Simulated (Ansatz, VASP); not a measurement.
**Ta2C: VASP beside Ansatz**

```xyz
3
Lattice="3.2322 0.0000 0.0000 -1.6161 2.7992 0.0000 0.0000 0.0000 5.1476" Properties=species:S:1:pos:R:3 pbc="T T T"
Ta    0.0000    1.8661    1.2973
Ta    1.6161    0.9331    3.8504
C     0.0000    0.0000    0.0000
```

Alike in both runs: task single point; functional LDA; k mesh 15 × 15 × 8; occupations gaussian, width 0.1 eV; no spin polarisation.

|  | VASP | Ansatz |
| --- | --- | --- |
| version | VASP 6.6.1 | Ansatz 0.2.0 |
| potentials or method | VASP PAW LDA potentials, release 64 (Ta_pv, C) | scalar-relativistic, plane waves, PAW |
| plane-wave cutoff (eV) | 520 | 420 |
| valence electrons in the cell | 26 | 30 |

Ansatz gave:

| Property | Result |
| --- | --- |
| gap on the k mesh at the Fermi level (eV) | none |
| pressure (GPa) | -33.0 |
| largest component of the traceless stress (GPa) | 1.08 |
| rms of the force components (eV/Å) | 0.454 |

**Question.** Estimate VASP's values.

**Answer.** gap on the k mesh at the Fermi level (eV): none; pressure (GPa): -32.2; largest component of the traceless stress (GPa): 1.07; rms of the force components (eV/Å): 0.438.

Atom by atom the forces differ by 0.016 eV/Å (rms over components). A gap of «none» marks a metal or a gap that the smearing closes. The two sets of potentials don't hold the same shells in valence.

Caveats: the cell as given lies far from equilibrium; so large a pressure means that the cell lies far from this level's equilibrium, or that cutoff or potentials fall short (VASP). The runs have no spin-orbit coupling, so splittings on Ta are missing.
